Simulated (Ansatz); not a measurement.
CdO (Monteponite), 2 atoms in the cell. Symmetry: Fm-3m, No. 225, cubic system. The conventional cell has a = 4.699 Å, b = 4.699 Å, c = 4.699 Å, α = 90.00°, β = 90.00°, γ = 90.00°. Around Cd (site symmetry m-3m) lie 6 O at 2.35 Å. O (site symmetry m-3m) is surrounded by 6 Cd at 2.35 Å. 

- Program: Ansatz 0.2.0
- Task: single point
- Functional: PBE
- Potentials or basis: all-electron LAPW, scalar-relativistic
- Cutoff: 306 eV (chosen from the basis error)
- Basis error allowed: 0.001 eV/atom
- k mesh: 10 × 10 × 10
- Occupations: gaussian, width 0.024 eV
- Spin: no spin polarisation

Potentials or basis: all-electron LAPW, scalar-relativistic.

Launch:

```sh
$ ansatz run input.yaml --threads 1 --pin off --max-ram 3072MiB --backend cpu --events-out ev --progress --plain --runs-dir out
```

Hardware: 1 thread of Arm Neoverse V1, with other jobs on the host.

Estimate the wall time of this run.

Run time: 8.2 s on 1 thread of Arm Neoverse V1, on a shared host, peak memory 0.31 GiB. Counts: scf iterations 7, plane waves 331, k points 47, bands 23.
